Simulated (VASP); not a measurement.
# Si2W (I4/mmm) in VASP: further runs

The runs below take Si2W through relaxation of cell and atoms, vibrations by finite differences, with PBE+D3(BJ).

Program: VASP 6.6.1. These are calculated values, not measurements. Logs are shortened: lines on timing, memory, paths and dates and some standing lists are left out, and cuts for length are marked.

## Step 1: The structure

It takes space group I4/mmm (No. 139, tetragonal). Conventional cell: a = 3.214 Å, b = 3.214 Å, c = 7.830 Å, α = 90.00°, β = 90.00°, γ = 90.00°. Around Si (site symmetry 4mm) lie 5 Si at 2.59 to 2.63 Å and 5 W at 2.62 Å. Around W (site symmetry 4/mmm) lie 10 Si at 2.62 Å.

## Step 2: Relaxation of cell and atoms, PBE+D3(BJ)

Input file INCAR:

```
SYSTEM = Si2W
PREC = Accurate
ENCUT = 520
EDIFF = 1E-7
ISMEAR = 0
SIGMA = 0.1
LREAL = .FALSE.
LASPH = .TRUE.
NELM = 100
ALGO = Normal
ISIF = 3
LWAVE = .FALSE.
LCHARG = .FALSE.
GGA = PE
IVDW = 12
IBRION = 2
NSW = 80
EDIFFG = -0.002
KPAR = 4
```

Input file KPOINTS:

```
regular mesh
0
G
  18 18 18
  0 0 0
```

Input file POSCAR:

```
Si2W
1.0
   -1.6069000000      1.6069000000      3.9149500000
    1.6069000000     -1.6069000000      3.9149500000
    1.6069000000      1.6069000000     -3.9149500000
Si W
2 1
Direct
    0.3347000000      0.3347000000      0.0000000000
    0.6653000000      0.6653000000      0.0000000000
    0.0000000000      0.0000000000      0.0000000000
```

Potentials or basis: VASP PAW PBE potentials, release 64 (Si, W_sv).

The run is started by

```
$ cat potpaw_PBE.64/Si/POTCAR potpaw_PBE.64/W_sv/POTCAR > POTCAR
$ mpirun -np 4 vasp_std > vasp.out
```

OUTCAR:

```text
SYSTEM = Si2W
   PREC = Accurate
   ENCUT = 520
   EDIFF = 1E-7
   ISMEAR = 0
   LREAL = .FALSE.
   LASPH = .TRUE.
   NELM = 100
   ISIF = 3
   GGA = PE
   IVDW = 12
   IBRION = 2
   NSW = 80
   EDIFFG = -0.002
 IVDW          = 12

 ion  position               nearest neighbor table
   1  0.335  0.335  0.000-   2 2.59   3 2.62   3 2.62   3 2.62   3 2.62   3 2.62   2 2.63   2 2.63
                             2 2.63   2 2.63
   2  0.665  0.665  0.000-   1 2.59   3 2.62   3 2.62   3 2.62   3 2.62   3 2.62   1 2.63   1 2.63
                             1 2.63   1 2.63
   3  0.000  0.000  0.000-   2 2.62   2 2.62   2 2.62   1 2.62   2 2.62   1 2.62   1 2.62   1 2.62
                             1 2.62   2 2.62

  LATTYP: Found a body centered tetragonal cell.
 ALAT       =     3.2138000000
 C/A-ratio  =     2.4363370465

  Lattice vectors:

 A1 = (  -1.6069000000,   1.6069000000,   3.9149500000)
 A2 = (   1.6069000000,  -1.6069000000,   3.9149500000)
 A3 = (   1.6069000000,   1.6069000000,  -3.9149500000)

Analysis of symmetry for initial positions (statically):
=====================================================================
 Subroutine PRICEL returns:
 Original cell was already a primitive cell.

 Routine SETGRP: Setting up the symmetry group for a
 body centered tetragonal supercell.

 Subroutine GETGRP returns: Found 16 space group operations
 (whereof 16 operations were pure point group operations)
 out of a pool of 16 trial point group operations.

The static configuration has the point symmetry D_4h.

Analysis of symmetry for dynamics (positions and initial velocities):
=====================================================================
 Subroutine PRICEL returns:
 Original cell was already a primitive cell.

 Routine SETGRP: Setting up the symmetry group for a
 body centered tetragonal supercell.

 Subroutine GETGRP returns: Found 16 space group operations
 (whereof 16 operations were pure point group operations)
 out of a pool of 16 trial point group operations.

The dynamic configuration has the point symmetry D_4h.

 Subroutine INISYM returns: Found 16 space group operations
 (whereof 16 operations are pure point group operations),
 and found     1 'primitive' translations

----------------------------------------------------------------------------------------

                                     Primitive cell

  volume of cell :      40.4356

  direct lattice vectors                    reciprocal lattice vectors
    -1.606900000  1.606900000  3.914950000     0.000000000  0.311158131  0.127715552
     1.606900000 -1.606900000  3.914950000     0.311158131  0.000000000  0.127715552
     1.606900000  1.606900000 -3.914950000     0.311158131  0.311158131  0.000000000

  length of vectors
     4.526708376  4.526708376  4.526708376     0.336348992  0.336348992  0.440044048

  position of ions in fractional coordinates (direct lattice)
     0.334700000  0.334700000  0.000000000
     0.665300000  0.665300000  0.000000000
     0.000000000  0.000000000  0.000000000

  ion indices of the primitive-cell ions
   primitive index   ion index
                 1           1
                 2           2
                 3           3

----------------------------------------------------------------------------------------

 KPOINTS: regular mesh

Automatic generation of k-mesh.
 Grid dimensions read from file:
 generate k-points for:   18   18   18

 Generating k-lattice:

  Cartesian coordinates                     Fractional coordinates (reciprocal lattice)
     0.000000000  0.017286563  0.007095308     0.055555556  0.000000000  0.000000000
     0.017286563  0.000000000  0.007095308     0.000000000  0.055555556  0.000000000
     0.017286563  0.017286563  0.000000000     0.000000000  0.000000000  0.055555556

  Length of vectors
     0.018686055  0.018686055  0.024446892

  Shift w.r.t. Gamma in fractional coordinates (k-lattice)
     0.000000000  0.000000000  0.000000000

 Subroutine IBZKPT returns following result:
 ===========================================

 Found    480 irreducible k-points:

 Following reciprocal coordinates:
            Coordinates               Weight
  0.000000  0.000000  0.000000      1.000000
  0.055556 -0.000000  0.000000      8.000000
  0.111111 -0.000000  0.000000      8.000000
  0.166667  0.000000  0.000000      8.000000
  0.222222  0.000000 -0.000000      8.000000
  0.277778  0.000000  0.000000      8.000000
[... 16 lines left out ...]
 -0.277778  0.055556  0.000000     16.000000
 -0.222222  0.055556  0.000000     16.000000
 [... further k-points ...]
   k-points           NKPTS =    480   k-points in BZ     NKDIM =    480   number of bands    NBANDS=     15
   number of dos      NEDOS =    301   number of ions     NIONS =      3
   total plane-waves  NPLWV =  46656
   dimension x,y,z NGX =    36 NGY =   36 NGZ =   36
   dimension x,y,z NGXF=    72 NGYF=   72 NGZF=   72
   ions per type =               2   1
   NGX,Y,Z   is equivalent  to a cutoff of  13.22, 13.22, 13.22 a.u.
   NGXF,Y,Z  is equivalent  to a cutoff of  26.44, 26.44, 26.44 a.u.
 SYSTEM =  Si2W
   PREC   = accura    normal or accurate (medium, high low for compatibility)
   ISTART =      0    job   : 0-new  1-cont  2-samecut
   ICHARG =      2    charge: 1-file 2-atom 10-const
   ISPIN  =      1    spin polarized calculation?
   LNONCOLLINEAR =      F non collinear calculations
   LSORBIT =      F    spin-orbit coupling
   LASPH  =      T    aspherical Exc in radial PAW
   ENCUT  =  520.0 eV  38.22 Ry    6.18 a.u.   8.42  8.42  8.42*2*pi/ulx,y,z
   NELM   =    100;   NELMIN=  2; NELMDL= -5     # of ELM steps
   EDIFF  = 0.1E-06   stopping-criterion for ELM
   LREAL  =      F    real-space projection
   EDIFFG = -.2E-02   stopping-criterion for IOM
   NSW    =     80    number of steps for IOM
   IBRION =      2    ionic relax: 0-MD 1-quasi-New 2-CG
   NFREE  =      1    steps in history (QN), initial steepest desc. (CG)
   ISIF   =      3    stress and relaxation
   ISYM   =      2    0-nonsym 1-usesym 2-fastsym
   POTIM  = 0.5000    time-step for ionic-motion
   TEBEG  =    0.0;   TEEND  =   0.0 temperature during run
   PSTRESS=    0.0 pullay stress
   NELECT =      22.0000    total number of electrons
   NUPDOWN=      -1.0000    fix difference up-down
   EMIN   =  10.00;   EMAX   =-10.00  energy-range for DOS
   EFERMI =   0.00;   METHOD = LEGACY
   ISMEAR =     0;   SIGMA  =   0.10  broadening in eV -4-tet -1-fermi 0-gaus
   EFERMI_NEDOS =   21; number of points for ismear=-14 and -15
   IALGO  =     38    algorithm
   IMIX   =      4    mixing-type and parameters
     AMIX     =   0.40;   BMIX     =  1.00
     AMIX_MAG =   1.60;   BMIX_MAG =  1.00
  volume/ion in A,a.u.               =      13.48        90.96
  Fermi-wavevector in a.u.,A,eV,Ry     =   1.336476  2.525573 24.302284  1.786167
  Thomas-Fermi vector in A             =   2.465099
   LORBIT       =      0    0 simple, 1 ext, 2 COOP (PROOUT), +10 PAW based schemes
   GGA     = PE    functional components
   LHFCALC =     F    Hartree Fock is set to
   AEXX    =    0.0000 exact exchange contribution
   IVDW    =    12    specifies the selected vdW correction
   LEPSILON=     F    determine dielectric tensor
   LRPA    =     F    only Hartree local field effects (RPA)
 conjugate gradient relaxation of ions
 non-spin polarized calculation
 Gauss-broadening in eV      SIGMA  =   0.10
  energy-cutoff  :      520.00
  volume of cell :       40.44
 maximum number of plane-waves:      1118
 NGX is ok and might be reduce to    36
   NGX = 17   NGY = 17   NGZ = 17

--------------------------------------- Ionic step        1  -------------------------------------------

 number of electron      21.9999999 magnetization

 Free energy of the ion-electron system (eV)
  ---------------------------------------------------
  ext. energy  EPLUGINS =         0.00000000
  ---------------------------------------------------
  free energy    TOTEN  =       -24.80931855 eV

  energy without entropy =      -24.80844205  energy(sigma->0) =      -24.80888030

------------------------ aborting loop because EDIFF is reached ----------------------------------------

 Edisp (eV)   -1.71689

 E8    (eV) :    -0.7751
[... 108 lines left out ...]
  FREE ENERGIE OF THE ION-ELECTRON SYSTEM (eV)
  ---------------------------------------------------
  free  energy   TOTEN  =       -26.5338753308 eV

  energy  without entropy=      -26.5330124899  energy(sigma->0) =      -26.53344391

[... ionic steps 4 to 10 ...]

--------------------------------------- Ionic step       11  -------------------------------------------

 number of electron      21.9999999 magnetization

------------------------ aborting loop because EDIFF is reached ----------------------------------------
[... 77 lines left out ...]
--------------------------------------- Ionic step       13  -------------------------------------------

 number of electron      21.9999999 magnetization

 Free energy of the ion-electron system (eV)
  ---------------------------------------------------
  ext. energy  EPLUGINS =         0.00000000
  ---------------------------------------------------
  free energy    TOTEN  =       -24.78781279 eV

  energy without entropy =      -24.78692086  energy(sigma->0) =      -24.78736683

 E-fermi :  12.2088     XC(G=0): -12.6082

 val. band max:       12.1792263504   @ k =  -0.3889   0.5000   0.3333
 cond. band min:      12.2535357548   @ k =  -0.3889  -0.4444   0.3333
 fundamental gap:      0.0743094044
 Fermi energy:        12.2087792323

 k-point     1 :       0.0000    0.0000    0.0000
  band No.  band energies     occupation
      1     -61.6129      2.00000
      2     -25.8940      2.00000
      3     -25.8589      2.00000
      4     -25.8589      2.00000
      5      -2.0226      2.00000
      6       5.2468      2.00000
      7       8.4538      2.00000
      8       8.8104      2.00000
      9       9.3095      2.00000
     10       9.3095      2.00000
     11      12.8546      0.00000
     12      15.0403      0.00000
     13      15.0539      0.00000
     14      15.3628      0.00000
[... 401 lines left out ...]
      2     -25.9555      2.00000
      3     -25.8852      2.00000
      4     -25.8570      2.00000
      5      -1.1004      2.00000
      6       5.3949      2.00000
      7       6.7433      2.00000
      8       8.5339      2.00000
      9       9.2913      2.00000
     10      10.0357      2.00000
     11      10.7795      2.00000
     12      13.8763      0.00000
     13      14.5437      0.00000
     14      16.6536      0.00000
     15      16.8116      0.00000

 [... further k-points ...]

------------------------ aborting loop because EDIFF is reached ----------------------------------------

 Edisp (eV)   -1.74644

 E8    (eV) :    -0.7886
[... 26 lines left out ...]
  FREE ENERGIE OF THE ION-ELECTRON SYSTEM (eV)
  ---------------------------------------------------
  free  energy   TOTEN  =       -26.5342514667 eV

  energy  without entropy=      -26.5333595303  energy(sigma->0) =      -26.53380550

 reached required accuracy - stopping structural energy minimisation
```

Wall time 8 min (4 MPI ranks of Intel Xeon Platinum 8488C (Sapphire Rapids), shared host); peak memory 0.46 GiB.

What came out:

* Free energy: -26.5343 eV
* Relaxed volume: 13.26 Å³/atom
* Relaxed cell: a = 4.506 Å, b = 4.506 Å, c = 4.506 Å, α = 138.48°, β = 138.48°, γ = 60.16°
* Space group after relaxing (to 0.05 Å): I4/mmm (No. 139)
* Energy gained by relaxing: 2.7 meV/atom
* Ionic steps: 13
* Pressure after relaxing: 0.0 GPa
* Band gap on the k mesh: none (metal or under the smearing width)
* Dispersion energy per atom: -0.582 eV

Step by step:
```csv
step,energy change (eV),largest force (eV/Å),pressure (GPa),volume (Å³)
1,0.0000,0.0539,-3.66,40.44
2,0.0167,0.1235,7.25,38.66
3,-0.0077,0.0793,0.03,39.79
4,-0.0077,0.0798,0.11,39.77
5,-0.0080,0.0055,0.07,39.76
6,-0.0080,0.0155,0.07,39.76
7,-0.0080,0.0041,-0.10,39.79
8,-0.0080,0.0027,-0.04,39.78
9,-0.0080,0.0022,-0.04,39.78
10,-0.0080,0.0010,-0.07,39.79
11,-0.0080,0.0017,-0.05,39.78
12,-0.0080,0.0016,0.04,39.77
13,-0.0080,0.0002,0.00,39.77
```

Final structure:
```
Si W
1.0
    -1.59695    1.59695    3.89885
     1.59695   -1.59695    3.89885
     1.59695    1.59695   -3.89885
Si W
2 1
Direct
  0.33411 0.33411 0.00000
  0.66589 0.66589 0.00000
  0.00000 0.00000 0.00000
```

Levels at points of the mesh, in eV from the Fermi level:
| k point | band 8 | band 9 | band 10 | band 11 | band 12 | band 13 | band 14 | band 15 |
| --- | --- | --- | --- | --- | --- | --- | --- | --- |
| (0.00, 0.00, 0.00) | -3.40 | -2.90 | -2.90 | 0.65 | 2.83 | 2.85 | 3.15 | 3.15 |
| (0.50, 0.00, 0.00) | -4.91 | -2.84 | -2.82 | -0.46 | 2.79 | 2.80 | 3.98 | 4.54 |
| (0.50, 0.50, 0.00) | -5.51 | -5.10 | -3.33 | -1.75 | 2.81 | 3.06 | 3.22 | 3.93 |
| (0.50, 0.50, 0.50) | -2.65 | -0.85 | -0.85 | -0.51 | -0.51 | 0.83 | 4.52 | 5.09 |

Caveat: pairwise dispersion overbinds metals, which lowers pressure and volume. Spin-orbit coupling is left out, which matters for the levels of W.

(Continued in part 2 of 2.)
